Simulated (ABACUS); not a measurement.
## Pb under changes of volume

One of the cells (29.314 Å³/atom); the others are scaled copies at fixed shape and fractional positions:

```
Pb
1.0
     3.48000    0.00000    0.00000
    -1.74000    3.01377    0.00000
     0.00000    0.00000    5.59000
Pb
2
Direct
  0.66667 0.33333 0.75000
  0.33333 0.66667 0.25000
```

This isn't the form of Pb at room conditions, which is fcc.

| Item | Value |
| --- | --- |
| Program | ABACUS 3.10.1 |
| Functional | PBE |
| Potentials or basis | PseudoDojo NC SR 0.4.1 PBE standard |
| Cutoff | 1361 eV |
| Density cutoff | 5442 eV |
| Basis | DZP LCAO (the cutoffs set its grid) |
| k mesh | 9 × 9 × 5 |
| Occupations | fermi-dirac, width 0.05 eV |
| Spin | no spin polarisation |

```tsv
volume (Å³/atom)	energy over the lowest point (meV/atom)	pressure (GPa)
27.555	133.89	10.2
28.141	99.56	8.6
28.727	70.75	7.2
29.314	?	?
29.900	27.41	4.8
30.486	11.98	3.8
31.073	0.00	2.9
```

Problem. What does the run at 29.314 Å³/atom give?

Solution. Energy over the lowest point 46.85 meV/atom; pressure 5.9 GPa.

Worked out: A Birch-Murnaghan fit of order 3 (a polynomial in V^(-2/3)) to the other rows has no minimum within the range. It gives 46.86 meV/atom at 29.314 Å³/atom, against the run's 46.85, and -dE/dV = 5.9 GPa, against 5.9.

Energies are extrapolated to zero smearing.

Caveats: the atomic orbitals were generated for these runs and aren't a published set; the basis of atomic orbitals isn't converged, which shifts pressures, moduli and gaps.
